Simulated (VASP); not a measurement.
Here is a VASP 6.6.1 calculation.

POSCAR

```
SnTe
1.0
    0.0000000000      3.4628453540      3.4628453540
    3.4628453540      0.0000000000      3.4628453540
    3.4628453540      3.4628453540      0.0000000000
Sn Te
1 1
Direct
    0.0000000000      0.0000000000      0.0000000000
    0.2500000000      0.2500000000      0.2500000000
```

The input INCAR.step1:

```
PREC     = Accurate       # precision mode
ENCUT    = 520            # plane-wave cutoff, eV
EDIFF    = 1E-5           # SCF threshold, eV
ISMEAR   = -1             # smearing method
SIGMA    = 0.02           # smearing width, eV
LREAL    = False          # projectors in reciprocal space
LASPH    = True           # aspherical terms in the spheres
NELM     = 100            # most SCF steps
ALGO     = Normal         # electronic algorithm
ISIF     = 2              # what is computed and relaxed
LWAVE    = True           # write WAVECAR
LCHARG   = False          # write CHGCAR
GGA      = PE             # functional
NBANDS   = 17             # bands
```

INCAR.step2

```
PREC     = Accurate       # precision mode
ENCUT    = 520            # plane-wave cutoff, eV
EDIFF    = 1E-6           # SCF threshold, eV
ISMEAR   = -1             # smearing method
SIGMA    = 0.02           # smearing width, eV
LREAL    = False          # projectors in reciprocal space
LASPH    = True           # aspherical terms in the spheres
NELM     = 100            # most SCF steps
ALGO     = Normal         # electronic algorithm
ISIF     = 2              # what is computed and relaxed
LWAVE    = False          # write WAVECAR
LCHARG   = False          # write CHGCAR
GGA      = PE             # functional
LHFCALC  = True           # exact exchange
HFSCREEN = 0.2079         # screening, 1/A
PRECFOCK = Normal       
ISTART   = 1            
NBANDS   = 17             # bands
```

KPOINTS

```
Automatic mesh
0
Gamma
  4 4 4
```

Potentials or basis: VASP PAW PBE potentials, release 64 (Sn_d, Te).

Command:

```console
$ cat potpaw_PBE.64/Sn_d/POTCAR potpaw_PBE.64/Te/POTCAR > POTCAR
$ cp INCAR.step1 INCAR
$ mpirun -np 1 vasp_std > vasp.out
$ cp INCAR.step2 INCAR
$ mpirun -np 1 vasp_std > vasp.out
```

(1) Predict the pressure.

(2) Predict the band gap on the k mesh.

## Answers

(1) 2.3 GPa.

(2) none (metal or under the smearing width).

Caveat: the k mesh is coarse (spacing up to 0.39 Å⁻¹), so the values aren't converged, least of all with exact exchange; the PAW data sets were made with another functional, which shifts forces and pressure a little.
